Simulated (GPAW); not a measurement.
# AlRu (Pm-3m) in GPAW: settings compared, part 2 of 2

GPAW 26.7.0. The steps go on from the part before.

## 5. Band structure, revPBE

run.py

```python
from ase.dft.bandgap import bandgap
from ase.io import read, write
from ase.units import GPa
from gpaw import GPAW, PW

atoms = read('AlRu.xyz')

calc = GPAW(mode=PW(600),
            xc='revPBE',
            kpts={'size': (9, 9, 9), 'gamma': True},
            occupations={'name': 'fermi-dirac', 'width': 0.05},
            nbands=20,
            convergence={'density': 1e-05, 'energy': 1e-05},
            maxiter=150,
            txt='gpaw.txt')
atoms.calc = calc
energy = atoms.get_potential_energy()
forces = atoms.get_forces()
stress = atoms.get_stress()
calc.write('gs.gpw')
write('result.traj', atoms)
print(f'Energy: {energy:.6f} eV')
print('Forces (eV/A):')
print(forces.round(4))
print('Stress (GPa):', (stress / GPa).round(3))
print('Fermi level:', round(calc.get_fermi_level(), 4), 'eV')
print(f'Gap: {bandgap(calc)[0]:.4f} eV, direct: {bandgap(calc, direct=True)[0]:.4f} eV')

path = atoms.cell.bandpath('GXMGRX,MR', npoints=100, eps=1e-4)
bs_calc = calc.fixed_density(kpts=path, symmetry='off', nbands=30,
                             convergence={'bands': 'CBM+6.0', 'eigenstates': 1e-6}, txt='bands.txt')
bs = bs_calc.band_structure()
bs.write('bs.json')
print(f'Gap on the path: {bandgap(bs_calc)[0]:.4f} eV')
```

AlRu.xyz

```xyz
2
Lattice="2.9916000000 0.0000000000 0.0000000000 0.0000000000 2.9916000000 0.0000000000 0.0000000000 0.0000000000 2.9916000000" Properties=species:S:1:pos:R:3 pbc="T T T"
Ru     1.4958000000      1.4958000000      1.4958000000
Al     0.0000000000      0.0000000000      0.0000000000
```

Potentials or basis: the program's PAW data sets (release 1.2.1) made for this functional, pw.

Run with:

```sh
> OMP_NUM_THREADS=1 python run.py
```

gpaw.txt:

```text
__  _  _
 | _ |_)|_||  |
 |__||  | ||/\| - 26.7.0

Input parameters:
  mode=PW(ecut=600.0),
  convergence={'density': 1e-05, 'energy': 1e-05},
  kpts=MonkhorstPack(size=(9, 9, 9), gamma=True),
  maxiter=150,
  nbands=20,
  occupations=Occupations(name='fermi-dirac', width=0.05),
  xc=XC(name='revPBE')

Diagonalizing LCAO Hamiltonian
Converting LCAO to pw mode
   .------.
  /|      |
 * |      |
 | |  Ru  |
 | .------.
 |/      /
 Al-----*

Atoms  # Å, Bohr magnetons
|   | symbol |        x |        y |        z |    initial magnetic moments |
|---|--------|----------|----------|----------|-----------------------------|
| 0 |     Ru | 1.495800 | 1.495800 | 1.495800 | ( 0.0000,  0.0000,  0.0000) |
| 1 |     Al | 0.000000 | 0.000000 | 0.000000 | ( 0.0000,  0.0000,  0.0000) |

Unit cell  # Å
| periodic |        x |        y |        z |  lengths |    angles |
|----------|----------|----------|----------|----------|-----------|
|      yes | 2.991600 | 0.000000 | 0.000000 | 2.991600 | 90.000000 |
|      yes | 0.000000 | 2.991600 | 0.000000 | 2.991600 | 90.000000 |
|      yes | 0.000000 | 0.000000 | 2.991600 | 2.991600 | 90.000000 |

Number of symmetries: 48
Symmetry operations  # r_c * U_cc + t_c -> r_c
|    | kind |            matrix            |
|----|------|------------------------------|
|  0 |  E   |  1, 0, 0,  0, 1, 0,  0, 0, 1 |
|  1 |  σ   |  1, 0, 0,  0, 1, 0,  0, 0,-1 |
|  2 |  σ   |  1, 0, 0,  0, 0, 1,  0, 1, 0 |
|  3 |  C4  |  1, 0, 0,  0, 0, 1,  0,-1, 0 |
|  4 |  C4  |  1, 0, 0,  0, 0,-1,  0, 1, 0 |
|  5 |  σ   |  1, 0, 0,  0, 0,-1,  0,-1, 0 |
[... 176 lines left out ...]
|---------|-|-------------|-------|-------|
|iter:   1| |  -14.536664 | +0.39 |       |
|iter:   2| |  -14.250019 | -2.58 | -1.01 |
|iter:   3| |  -13.689150 | -1.77 | -1.08 |
|iter:   4| |  -13.687080 | -3.61 | -1.73 |
|iter:   5| |  -13.689343 | -3.34 | -1.92 |
|iter:   6| |  -13.689430 | -5.05 | -2.83 |
|iter:   7| |  -13.689476c| -5.60 | -3.27 |
|iter:   8| |  -13.689478c| -7.78c| -4.13 |
|iter:   9| |  -13.689478c| -7.54c| -4.69 |
|iter:  10| |  -13.689478c| -8.35c| -5.69c|

Converged in 10 steps
Energy contributions relative to reference atoms: (reference = -129856.586955)

Energy contributions:
  Kinetic:           5.911977
  Coulomb:          -6.006261
  Zero:             -0.214911
  External:          0.000000
  Xc:              -13.372604
  Entropy:          -0.015358
  Spinorbit:         0.000000
  ----------------------------
  Free energy:     -13.697157
  Extrapolated:    -13.689478

dipole moment: (-5.095922, -5.095922, -5.095922)  # |e|*Ang

Fermi level: 10.486
Eigenvalues  # (at kpt = [0.000, 0.000, 0.000])
| band index |      eig [eV] | occ [0-2] |
|------------|---------------|-----------|
|          0 |       -61.256 |     2.000 |
|          1 |       -31.240 |     2.000 |
|          2 |       -31.240 |     2.000 |
|          3 |       -31.240 |     2.000 |
|          4 |         0.919 |     2.000 |
|          5 |         7.006 |     2.000 |
|          6 |         7.006 |     2.000 |
|          7 |        10.724 |     0.017 |
|          8 |        10.724 |     0.017 |
|          9 |        10.724 |     0.017 |
|         10 |        16.687 |     0.000 |
|         11 |        16.687 |     0.000 |
|         12 |        16.687 |     0.000 |
|         13 |        21.481 |     0.000 |
|         14 |        21.481 |     0.000 |
|        ... |               |           |
|         19 |        32.287 |     0.000 |

No gap
No difference between direct/indirect transitions

Forces  # eV/Ang
|        x |        y |        z |
|----------|----------|----------|
|  0.00000 |  0.00000 | -0.00000 |  # Ru   0
| -0.00000 | -0.00000 |  0.00000 |  # Al   1

Stress tensor  # eV/Ang^3
|         x |         y |         z |
|-----------|-----------|-----------|
| -0.037252 | -0.000000 |  0.000000 |
| -0.000000 | -0.037252 |  0.000000 |
|  0.000000 |  0.000000 | -0.037252 |

# Writing to gs.gpw (mode='')
```

Run time: 30 s. Hardware: 1 thread of Intel Xeon at 2.70GHz, shared host; peak memory 0.23 GiB.

What came out:

```yaml
Free_energy: -13.6972 eV
Pressure: 6.0 GPa
Band_gap_along_the_path: none (metal or under the smearing width)
```

Levels at the corners of the path, in eV from the Fermi level:
| point | band 7 | band 8 | band 9 | band 10 | band 11 | band 12 |
| --- | --- | --- | --- | --- | --- | --- |
| Γ | -3.48 | 0.24 | 0.24 | 0.24 | 6.20 | 6.20 |
| X | -2.68 | -1.53 | -1.53 | 0.49 | 2.34 | 7.52 |
| M | -1.29 | -1.29 | -1.10 | -1.10 | 1.57 | 5.40 |
| Γ | -3.48 | 0.24 | 0.24 | 0.24 | 6.20 | 6.20 |
| R | -4.54 | 1.66 | 1.66 | 2.73 | 4.23 | 4.23 |
| X | -2.68 | -1.53 | -1.53 | 0.49 | 2.34 | 7.52 |
| M | -1.29 | -1.29 | -1.10 | -1.10 | 1.57 | 5.40 |
| R | -4.54 | 1.66 | 1.66 | 2.73 | 4.23 | 4.23 |

## 6. Band structure, vdW-DF-cx

Edit run.py of step 5 so:

```diff
@@ -2,3 +2,2 @@
 from ase.io import read, write
-from ase.units import GPa
 from gpaw import GPAW, PW
@@ -8,3 +7,3 @@
 calc = GPAW(mode=PW(600),
-            xc='revPBE',
+            xc={'name': 'vdW-DF-cx', 'backend': 'libvdwxc'},
             kpts={'size': (9, 9, 9), 'gamma': True},
@@ -18,3 +17,2 @@
 forces = atoms.get_forces()
-stress = atoms.get_stress()
 calc.write('gs.gpw')
@@ -24,3 +22,2 @@
 print(forces.round(4))
-print('Stress (GPa):', (stress / GPa).round(3))
 print('Fermi level:', round(calc.get_fermi_level(), 4), 'eV')
```

AlRu.xyz is that of step 5.

Potentials or basis: GPAW PAW data sets (gpaw-data 1.2.1), pw.

Run with:

```sh
> OMP_NUM_THREADS=1 python run.py
```

It took 33 s on 1 thread of Intel Xeon at 2.70GHz, shared host; peak memory 0.24 GiB.

Results (log left out):

```
Free energy             : 32.3584 eV
Band gap along the path : none (metal or under the smearing width)
```

Levels at the corners of the path, in eV from the Fermi level:
```csv
point,band 6,band 7,band 8,band 9,band 10,band 11,band 12,band 13
Γ,-3.47,-3.47,0.23,0.23,0.23,6.19,6.19,6.19
X,-5.36,-2.68,-1.53,-1.53,0.48,2.32,7.58,11.17
M,-2.96,-1.26,-1.26,-1.10,-1.10,1.55,5.37,6.32
Γ,-3.47,-3.47,0.23,0.23,0.23,6.19,6.19,6.19
R,-4.53,-4.53,1.64,1.64,2.72,4.25,4.25,4.25
X,-5.36,-2.68,-1.53,-1.53,0.48,2.32,7.58,11.17
M,-2.96,-1.26,-1.26,-1.10,-1.10,1.55,5.37,6.32
R,-4.53,-4.53,1.64,1.64,2.72,4.25,4.25,4.25
```

Caveat: the PAW data sets were made with another functional, which shifts forces and pressure a little.

## 7. The runs side by side

| level | potentials or basis | pressure (GPa) |
| --- | --- | --- |
| vdW-DF2 | GPAW PAW data sets (gpaw-data 1.2.1), pw | - |
| RPBE | the program's PAW data sets (release 1.2.1) made for this functional, pw | 6.9 |
| r2SCAN | GPAW PAW data sets (gpaw-data 1.2.1), pw | -0.6 |
| revPBE | the program's PAW data sets (release 1.2.1) made for this functional, pw | 6.0 |
| vdW-DF-cx | GPAW PAW data sets (gpaw-data 1.2.1), pw | - |

Alike in all rows: task band structure; no spin polarisation; cell as given; k mesh 9 × 9 × 9; cutoff (eV) 600; smearing fermi-dirac 0.05 eV.

Caveats: the PAW data sets were made with another functional, which shifts forces and pressure a little (some runs).

Total energies depend on the potentials used, so only differences within one code and one set of settings carry meaning.
